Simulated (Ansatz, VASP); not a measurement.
Given: the input of a run of Ansatz 0.2.0 on BaS.

Contents of input.yaml:

```yaml
crystal:
  lattice:
    - [0.0, 3.235777846, 3.235777846]
    - [3.235777846, 0.0, 3.235777846]
    - [3.235777846, 3.235777846, 0.0]
  atoms:
    - { symbol: Ba, position: [0.0, 0.0, 0.0] }
    - { symbol: S, position: [0.5, 0.5, 0.5] }
kpoints:
  mp_grid: { grid: [7, 7, 7] }
scf:
  occupations: { method: fermi_dirac, width: 0.05 }
hamiltonian:
  xc: pbesol
  pseudopotentials: { kind: all_electron, lapw: { basis_error: 0.0005 } }
output:
  forces: true
  stress: true
  eigenvalues: true
```

Potentials or basis: all-electron LAPW, scalar-relativistic.

Command:

```bash
$ ansatz run input.yaml --threads 1 --pin off --max-ram 3072MiB --backend cpu --events-out ev --progress --plain --runs-dir out
```

**Question.** Translate it to VASP 6.6.1. Potentials there: VASP PAW PBE potentials, release 64 (Ba_sv, S).

**Answer.** As run (the cutoff follows the program's own potentials):

Contents of INCAR:

```
ALGO     = Normal         # electronic algorithm
EDIFF    = 1E-7           # SCF threshold, eV
ENCUT    = 520            # plane-wave cutoff, eV
GGA      = PS             # functional
ISIF     = 2              # what is computed and relaxed
ISMEAR   = -1             # smearing method
LASPH    = True           # aspherical terms in the spheres
LCHARG   = False          # write CHGCAR
LREAL    = False          # projectors in reciprocal space
LWAVE    = False          # write WAVECAR
NBANDS   = 15             # bands
NELM     = 80             # most SCF steps
PREC     = Accurate       # precision mode
SIGMA    = 0.05           # smearing width, eV
```

KPOINTS

```
k-points
0
Gamma
  7 7 7
```

POSCAR

```
BaS
1.0
    0.0000000000      3.2357778460      3.2357778460
    3.2357778460      0.0000000000      3.2357778460
    3.2357778460      3.2357778460      0.0000000000
Ba S
1 1
Direct
    0.0000000000      0.0000000000      0.0000000000
    0.5000000000      0.5000000000      0.5000000000
```

Potentials or basis: VASP PAW PBE potentials, release 64 (Ba_sv, S).

Run with:

```bash
$ cat potpaw_PBE.64/Ba_sv/POTCAR potpaw_PBE.64/S/POTCAR > POTCAR
$ mpirun -np 1 vasp_std > vasp.out
```

Both were run:

|  | VASP | Ansatz | Ansatz less VASP |
| --- | --- | --- | --- |
| gap on the k mesh at the Fermi level (eV) | 2.11 | 2.20 | +0.089 |
| least direct gap on the mesh (eV) | 2.27 | 2.33 | +0.060 |
| pressure (GPa) | -2.1 | -2.6 | -0.53 |

Ansatz ran all-electron here, so the differences hold the error of VASP's frozen core and of both bases.

Caveats: spin-orbit coupling is left out, which moves the levels of the heavy elements; an odd mesh through Γ misses points on the zone boundary, where band edges often lie; the PAW data sets were made with another functional, which shifts forces and pressure a little (VASP).
